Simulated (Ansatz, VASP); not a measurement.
**CdSe: VASP beside Ansatz**

INCAR

```
SYSTEM = CdSe
ALGO     = Fast           ! electronic algorithm
EDIFF    = 1E-6           ! SCF threshold, eV
EDIFFG   = -0.005         ! ionic threshold
ENCUT    = 600            ! plane-wave cutoff, eV
GGA      = PS             ! functional
IBRION   = 2              ! ionic algorithm
ISIF     = 3              ! what is computed and relaxed
ISMEAR   = 0              ! smearing method
LASPH    = .True.         ! aspherical terms in the spheres
LCHARG   = .False.        ! write CHGCAR
LREAL    = .False.        ! projectors in reciprocal space
LWAVE    = .False.        ! write WAVECAR
NELM     = 100            ! most SCF steps
NSW      = 100            ! ionic steps
PREC     = Accurate       ! precision mode
SIGMA    = 0.02           ! smearing width, eV
```

File KPOINTS:

```
k-points
0
Gamma
  10 10 10
  0 0 0
```

The input POSCAR:

```
CdSe
1.0
    0.0000000000      3.0702712000      3.0702712000
    3.0702712000      0.0000000000      3.0702712000
    3.0702712000      3.0702712000      0.0000000000
Cd Se
1 1
Direct
    0.0000000000      0.0000000000      0.0000000000
    0.2500000000      0.2500000000      0.2500000000
```

Input for Ansatz:

```yaml
crystal:
  lattice:
    - [0.0, 3.0702712, 3.0702712]
    - [3.0702712, 0.0, 3.0702712]
    - [3.0702712, 3.0702712, 0.0]
  atoms:
    - { symbol: Cd, position: [0.0, 0.0, 0.0] }
    - { symbol: Se, position: [0.25, 0.25, 0.25] }
basis:
  ecutwfc: 420
kpoints:
  mp_grid: { grid: [10, 10, 10] }
hamiltonian:
  xc: pbesol
scf:
  occupations: { method: gaussian, width: 0.02 }
output:
  forces: true
  stress: true
  eigenvalues: true
relax:
  adjacent_minimum: "off"
  f_tol: 0.005
  max_steps: 80
  cell: { stress_tol: 0.05 }
```

The cell was built by a generator and needn't be a form met in nature.

Alike in both runs: task relaxation of cell and atoms; functional PBEsol; k mesh 10 × 10 × 10; occupations gaussian, width 0.02 eV; no spin polarisation.

|  | VASP | Ansatz |
| --- | --- | --- |
| version | VASP 6.6.1 | Ansatz 0.2.0 |
| potentials or method | VASP PAW PBE potentials, release 64 (Cd, Se) | scalar-relativistic, plane waves, PAW |
| plane-wave cutoff (eV) | 600 | 420 |
| valence electrons in the cell | 18 | 36 |

Ansatz gave:

* gap on the k mesh at the Fermi level, each at its own relaxed structure (eV): 0.48
* relaxed volume (Å³/atom): 28.13
* relaxed cell length with the largest relative difference (Å): 4.301
* energy change over the relaxation (meV/atom): -4

Q: Which values does VASP return?

A: gap on the k mesh at the Fermi level, each at its own relaxed structure (eV): 0.47; relaxed volume (Å³/atom): 28.27; relaxed cell length with the largest relative difference (Å): 4.308; energy change over the relaxation (meV/atom): -2.

The two sets of potentials don't hold the same shells in valence.

Caveats: the PAW data sets were made with another functional, which shifts forces and pressure a little (VASP). A hybrid or GW would open this gap; PBEsol tends to underestimate it.
